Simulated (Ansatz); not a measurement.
# BP: computed properties

Theory: DFT PBE, scalar-relativistic, plane waves, PAW in Ansatz 0.2.0.

Cutoff 420 eV; k points 10×10×10 on the computed 2-atom cell (Γ-centred); Gaussian smearing, width 0.02 eV; no spin polarisation.

The structure is relaxed at this level of theory with its symmetry kept.

```yaml
crystal:
  lattice:
    - [0.00000, 2.27415, 2.27415]
    - [2.27415, 0.00000, 2.27415]
    - [2.27415, 2.27415, 0.00000]
  atoms:
    - { symbol: B, position: [0.00000, 0.00000, 0.00000] }
    - { symbol: P, position: [0.25000, 0.25000, 0.25000] }
```

| Property | Result |
| --- | --- |
| Space group | F-43m (No. 216) |
| Volume per atom | 79.4 bohr³ |
| Formation energy from the elements' standard states (uncorrected) | -0.429 eV/atom |
| Kohn–Sham band gap | 1.25 eV |
| Löwdin character of the top 1 eV of the valence band | B 2p 52 %, P 3p 45 % |
| Löwdin character of the lowest 1 eV of the conduction band | B 2p 24 %, P 3p 24 %, B 2s 23 %, P 3s 12 %, unprojected 17 % |
| Bader charges (e) | B (1 in the cell) 0.46, P (1 in the cell) -0.46 |